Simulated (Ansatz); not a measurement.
Crystal: Te2Mo.

```xyz
12
Lattice="6.3300 0.0000 0.0000 0.0000 3.4690 0.0000 -0.9468 0.0000 13.8276" Properties=species:S:1:pos:R:3 pbc="T T T"
Te    5.4013    2.6018    8.3588
Te   -0.0181    0.8672    5.4688
Te    4.9099    0.8672   11.7728
Te    0.4733    2.6018    2.0548
Te    1.7550    2.6018   12.3826
Te    3.6282    0.8672    1.4450
Te    2.1916    0.8672    8.9658
Te    3.1917    2.6018    4.8618
Mo    4.2299    2.6018   13.7253
Mo    1.1533    0.8672    0.1023
Mo    3.8493    0.8672    6.8225
Mo    1.5339    2.6018    7.0051
```

Base run:

| Quantity | Value |
| --- | --- |
| Program | Ansatz 0.2.0 |
| Functional | LDA |
| Potentials or basis | Ansatz PAW |
| Cutoff | 420 eV (not typed: the program's choice for these potentials) |
| k mesh | 4 × 8 × 2 |
| Occupations | fermi-dirac, width 0.05 eV |
| Spin | no spin polarisation |

Its results: band gap on the k mesh none (metal or under the smearing width); pressure -3.3 GPa; largest force 0.410 eV/Å.

Q: The run is repeated on the same cell with these changes: functional from LDA to BLYP. What comes out?

A: Band gap on the k mesh none (metal or under the smearing width); pressure 8.6 GPa; largest force 0.504 eV/Å.

BLYP binds less tightly than LDA, so the same cell stands under more pressure.

Caveats: spin-orbit coupling is left out, which moves the levels of the heavy elements; the PAW data sets come from PBE, with cores solved anew for the run's functional, which leaves a small shift of forces and pressure.
